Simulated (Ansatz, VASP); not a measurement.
# One calculation of Cu, two programs

```
CELL_PARAMETERS angstrom
0.00000 1.80750 1.80750
1.80750 0.00000 1.80750
1.80750 1.80750 0.00000
ATOMIC_POSITIONS crystal
Cu 0.00000 0.00000 0.00000
```

Alike in both runs: task band structure; functional r2SCAN; k mesh 13 × 13 × 13; occupations fermi-dirac, width 0.05 eV; no spin polarisation.

|  | VASP | Ansatz |
| --- | --- | --- |
| version | VASP 6.6.1 | Ansatz 0.2.0 |
| potentials or method | VASP PAW PBE potentials, release 64 (Cu) | Ansatz PAW |
| plane-wave cutoff (eV) | 520 | 500 |
| valence electrons in the cell | 11 | 19 |

Ansatz gave:

| Item | Value |
| --- | --- |
| gap on the k mesh at the Fermi level (eV) | none |
| pressure (GPa) | -4.9 |

Question: Estimate VASP's values.

Answer: gap on the k mesh at the Fermi level (eV): none; pressure (GPa): -4.3.

A gap of «none» marks a metal or a gap that the smearing closes. The two sets of potentials don't hold the same shells in valence.

Caveats: the PAW data sets were made with another functional, which shifts forces and pressure a little (VASP); the PAW data sets come from PBE, with cores solved anew for the run's functional, which leaves a small shift of forces and pressure (Ansatz).
